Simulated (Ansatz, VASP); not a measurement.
## Te in VASP and in Ansatz

```xyz
2
Lattice="0.0000 3.5335 3.5335 3.5335 0.0000 3.5335 3.5335 3.5335 0.0000" Properties=species:S:1:pos:R:3 pbc="T T T"
Te    0.8834    0.8834    0.8834
Te    6.1837    6.1837    6.1837
```

Alike in both runs: task single point; functional BLYP; k mesh 8 × 8 × 8; occupations fermi-dirac, width 0.1 eV; no spin polarisation.

|  | VASP | Ansatz |
| --- | --- | --- |
| version | VASP 6.6.1 | Ansatz 0.2.0 |
| potentials or method | VASP PAW PBE potentials, release 64 (Te) | plane waves (420 eV) with PAW, scalar-relativistic |
| plane-wave cutoff (eV) | 520 | 420 |
| valence electrons in the cell | 12 | 32 |

VASP gave:

- pressure (GPa): 3.9

Problem. What did Ansatz give for the same quantities?

Solution. Pressure (GPa): 3.8.

The functional is the same, so the differences come from potentials, cutoffs and numerics. The two sets of potentials don't hold the same shells in valence.

Caveats: the PAW data sets were made with another functional, which shifts forces and pressure a little (VASP). Spin-orbit coupling is left out, which matters for the levels of Te.
